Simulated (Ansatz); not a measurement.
# FeO (Fm-3m) in Ansatz: settings compared, part 2 of 2

Ansatz 0.2.0.

## 4. Band structure, revPBE, collinear spin, ferromagnetic start

Input file input.yaml:

```yaml
crystal:
  lattice:
    - [0.0, 2.15540016, 2.15540016]
    - [2.15540016, 0.0, 2.15540016]
    - [2.15540016, 2.15540016, 0.0]
  atoms:
    - { symbol: Fe, position: [0.0, 0.0, 0.0], spin: 3.0 }
    - { symbol: O, position: [0.5, 0.5, 0.5] }
hamiltonian:
  xc: revpbe
  pseudopotentials: { kind: paw }
magnetization:
  spin_polarized: true
kpoints:
  mp_grid: { grid: [6, 6, 6] }
  band_path:
    path:
      - [[0.0, 0.0, 0.0], [0.5, 0.0, 0.5], [0.5, 0.25, 0.75], [0.375, 0.375, 0.75], [0.0, 0.0, 0.0], [0.5, 0.5, 0.5], [0.625, 0.25, 0.625], [0.5, 0.25, 0.75], [0.5, 0.5, 0.5], [0.375, 0.375, 0.75]]
      - [[0.625, 0.25, 0.625], [0.5, 0.0, 0.5]]
    npoints: 14
scf:
  occupations: { method: fermi_dirac, width: 0.05 }
  n_extra_bands: 6
output:
  forces: true
  stress: true
  eigenvalues: true
  fatbands: true
```

Potentials or basis: Ansatz PAW.

Launch:

```sh
ansatz run input.yaml --threads 2 --pin off --max-ram 5632MiB --backend cpu --events-out ev --progress --plain --runs-dir out
```

Standard output:

```text
Warning: RAYON_NUM_THREADS=2 ignored (pool sized by the plan → 2); use --threads N
scf.n_extra_bands = 6 over 11 filled bands (N_el = 22.0): the run solves 17 bands
Engine: ansatz 0.2.0, x86_64-unknown-linux-gnu
Pseudopotentials: kind: paw
Pseudopotential: Fe, paw, valence charge 16, recommended cutoff 420 eV (normal), Fe.paw.azcp
Pseudopotential: O, paw, valence charge 6, recommended cutoff 420 eV (normal), O.paw.azcp
Functional definition: revPBE
  parameter kappa = 1.245
  parameter beta = 0.06672455060314922
  exchange = pbe_x(kappa = kappa, mu = beta*pi^2/3)
  correlation = pbe_c(beta = beta)
Crystal: 2 atoms, lattice volume = 20.027 Å³
Basis set: ecut = 420 eV, 387 PW (Γ), exchange–correlation on 48×48×48 points (8 copies of the dense FFT grid, shifted against one another)
Bands: 17, of which v1, the nominal top of the filled ones, is band 11 counted from 1 (10 counted from 0)
Symmetry: 48 space group operations
[... 53 lines left out ...]
  E_aug_tail   = 0.003399  (compensation charges beyond the density's cutoff)
  E_ewald      = -2585.456420
  E_core_change = -0.049790  (= ΣΔE_core)
  E_smearing   = -0.013951  (= −TS)
  E_closure    = 0.000000  (closes the sum)
  Σ components = -5051.821582   (vs F -5051.821582, Δ=0.00e0)
--- Forces (eV/Å), atoms counted from 1 ---
  atom   1  Fe    -0.00000000    -0.00000000    -0.00000000
  atom   2  O      0.00000000     0.00000000     0.00000000
  max |Σ_I F_I| component: 1.17e-29 eV/Å
--- Stress (GPa, compression-positive) ---
        4.092715      -0.000000       0.000000
       -0.000000       4.092715      -0.000000
        0.000000      -0.000000       4.092715
  P = ⅓ Tr σ = 4.0927 GPa (40.927 kbar)
--- Band table (eV; the first three rows and the last of 32) ---
  k-point 0 ↑: bands = ["-75.2967", "-41.2820", "-41.2820", "-41.2820", "-6.1178", "10.8287", "10.8287", "10.8287", "10.8627", "10.8627", "10.8627", "11.0212", "11.0212", "14.7584", "29.9852", "31.7002", "31.7002"]
  k-point 1 ↑: bands = ["-75.2954", "-41.2952", "-41.2838", "-41.2838", "-5.8552", "8.9316", "9.4420", "9.4420", "11.0366", "11.0366", "11.3850", "12.5418", "12.5418", "16.3262", "26.9844", "30.6580", "30.6580"]
  k-point 2 ↑: bands = ["-75.2927", "-41.3215", "-41.2872", "-41.2872", "-5.2741", "6.8245", "8.4161", "8.4161", "11.4296", "11.4296", "11.8717", "13.8371", "13.8371", "18.2912", "23.9975", "28.2908", "28.2908"]
  k-point 15 ↓: bands = ["-71.1119", "-37.2269", "-37.2093", "-37.2010", "-4.3255", "8.1372", "9.1847", "9.3959", "13.9447", "15.2186", "15.5176", "15.8541", "16.4576", "22.7681", "24.1446", "25.1668", "28.4049"]
```

Run time: 2.7 s. Hardware: 2 threads of Intel Xeon Platinum 8259CL at 2.50GHz (Skylake/Cascade Lake), shared host; peak memory 0.36 GiB.

Results:

```yaml
Free_energy: -5051.8216 eV
Pressure: 4.1 GPa
Band_gap_on_the_k_mesh: none (metal or under the smearing width)
Net_moment: 4.01 μB per cell
Absolute_moment: 4.02 μB per cell
Site_moments: Fe +3.46; O +0.32 μB
```

Levels at the corners of the path, in eV from the Fermi level:
Spin up:
```
point  band 10  band 11  band 12  band 13  band 14  band 15  band 16  band 17
    Γ    -3.91    -3.91    -3.75    -3.75    -0.02    15.21    16.93    16.93
    X    -3.37    -2.89    -2.87    -2.87     5.21     8.66    10.69    14.64
    W    -3.10    -3.00    -2.86    -1.80     7.38     8.92     8.92    11.71
    K    -3.00    -2.72    -2.55    -1.78     6.71     8.67     8.68    14.05
    Γ    -3.91    -3.91    -3.75    -3.75    -0.02    15.21    16.93    16.93
    L    -3.14    -2.57    -0.42    -0.42     4.00     8.39    12.48    12.48
    U    -3.00    -2.72    -2.55    -1.78     6.71     8.67     8.68    14.05
    W    -3.10    -3.00    -2.86    -1.80     7.38     8.92     8.92    11.71
    L    -3.14    -2.57    -0.42    -0.42     4.00     8.39    12.48    12.48
    K    -3.00    -2.72    -2.55    -1.78     6.71     8.67     8.68    14.05
    U    -3.00    -2.72    -2.55    -1.78     6.71     8.67     8.68    14.05
    X    -3.37    -2.89    -2.87    -2.87     5.21     8.66    10.69    14.64
```
Spin down:
| point | band 6 | band 7 | band 8 | band 9 | band 10 | band 11 | band 12 | band 13 |
| --- | --- | --- | --- | --- | --- | --- | --- | --- |
| Γ | -3.36 | -3.36 | -3.36 | -0.74 | -0.74 | -0.74 | 0.24 | 0.24 |
| X | -6.99 | -4.53 | -4.53 | -2.14 | 0.74 | 0.74 | 0.79 | 1.18 |
| W | -6.20 | -6.20 | -5.61 | -0.06 | -0.06 | 0.74 | 1.10 | 1.85 |
| K | -6.60 | -6.20 | -4.94 | -0.82 | 0.56 | 0.66 | 1.34 | 1.79 |
| Γ | -3.36 | -3.36 | -3.36 | -0.74 | -0.74 | -0.74 | 0.24 | 0.24 |
| L | -8.09 | -5.23 | -5.23 | 0.40 | 0.40 | 0.59 | 2.81 | 2.81 |
| U | -6.60 | -6.20 | -4.94 | -0.82 | 0.56 | 0.66 | 1.34 | 1.79 |
| W | -6.20 | -6.20 | -5.61 | -0.06 | -0.06 | 0.74 | 1.10 | 1.85 |
| L | -8.09 | -5.23 | -5.23 | 0.40 | 0.40 | 0.59 | 2.81 | 2.81 |
| K | -6.60 | -6.20 | -4.94 | -0.82 | 0.56 | 0.66 | 1.34 | 1.79 |
| U | -6.60 | -6.20 | -4.94 | -0.82 | 0.56 | 0.66 | 1.34 | 1.79 |
| X | -6.99 | -4.53 | -4.53 | -2.14 | 0.74 | 0.74 | 0.79 | 1.18 |

Caveat: the k mesh is coarse (spacing up to 0.42 Å⁻¹), so the values aren't converged; the pressure holds a Pulay correction of +0.6 GPa for the finite cutoff; a cell with one magnetic atom can't hold antiferromagnetic order, which such compounds often take; semilocal functionals often make such compounds metallic where correlation or magnetic order opens a gap, which also shifts bond lengths; the PAW data sets come from PBE, with cores solved anew for the run's functional, which leaves a small shift of forces and pressure. With open d or f shells a metallic result of revPBE can be an artefact of self-interaction; +U or a hybrid may open a gap.

## 5. Overview

```tsv
level	gap on the mesh (eV)	pressure (GPa)	moment (μB)
PBEsol	none	-8.2	4.01
RPBE	none	5.6	4.01
revPBE	none	4.1	4.01
```

Alike in all rows: task band structure; potentials or basis Ansatz PAW; spin collinear, ferromagnetic start; cell as given; k mesh 6 × 6 × 6; cutoff (eV) 420; smearing fermi-dirac 0.05 eV; the mesh is coarse, so values aren't converged.

Caveats: all runs use coarse meshes; a cell with one magnetic atom can't hold antiferromagnetic order, which such compounds often take; semilocal functionals often make such compounds metallic where correlation or magnetic order opens a gap, which also shifts bond lengths; the PAW data sets come from PBE, with cores solved anew for the run's functional, which leaves a small shift of forces and pressure.

Total energies depend on the potentials used, so only differences within one code and one set of settings carry meaning.
